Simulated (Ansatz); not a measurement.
A strain series on BaS (rocksalt): epitaxial in the xy plane

BaS built on the rocksalt prototype, relaxed with r2SCAN in Ansatz, then strained (epitaxial in the xy plane; changes of length per length, axes as in the cell below) with the atoms relaxed again within the symmetry that is left. Space group Fm-3m (No. 225), cubic; a = 6.424 Å in the conventional setting, 33.13 Å³ an atom. Ba is surrounded by 6 S at 3.21 Å; S is surrounded by 6 Ba at 3.21 Å. The values are computed, spin-unpolarised, and not measurements.

```xyz
2
Lattice="0.0000 3.2118 3.2118 3.2118 0.0000 3.2118 3.2118 3.2118 0.0000" Properties=species:S:1:pos:R:3 pbc="T T T"
Ba    0.0000    0.0000    0.0000
S     3.2118    3.2118    3.2118
```

Gaps are the least over each mesh (PBE 8×8×8, r2SCAN 8×8×8, HSE06 6×6×6 when unstrained) and the special points, which keep their unstrained names; stress is the change from the unstrained cell, compression positive.

| strain (%) | free normal strain (%) | gap, PBE (eV) | gap, r2SCAN (eV) | gap, HSE06 (eV) | edges, HSE06 | in-plane stress, r2SCAN (GPa) | energy rise, r2SCAN (meV/atom) |
| --- | --- | --- | --- | --- | --- | --- | --- |
| -2.22 | +0.83 | 2.138 | 2.481 | 3.046 | Γ → X | +2.84 | 12.5 |
| -1.13 | +0.44 | 2.185 | 2.530 | 3.093 | Γ → X | +1.34 | 3.2 |
| 0.0 | 0.00 | 2.230 | 2.578 | 3.138 | Γ → X | 0.00 | 0.0 |
| +1.0 | -0.32 | 2.222 | 2.566 | 3.131 | Γ → X | -1.03 | 2.1 |
| +1.79 | -0.60 | 2.215 | 2.556 | 3.124 | Γ → X | -1.75 | 6.6 |
| +4.11 | -1.40 | 2.193 | 2.526 | 3.104 | Γ → X | -3.42 | 32.1 |
| +5.0 | -1.66 | 2.187 | 2.517 | 3.098 | Γ → X | -3.92 | 45.9 |

Between zero and the nearest strains the slope of the HSE06 gap against strain is +0.039 eV per percent for negative and -0.007 for positive strain; it falls either way, as happens when edge states split or other valleys take over.

The runs are scalar-relativistic, without spin-orbit coupling.

The meshes of the hybrids are coarse, so their gaps aren't converged to the digits shown.
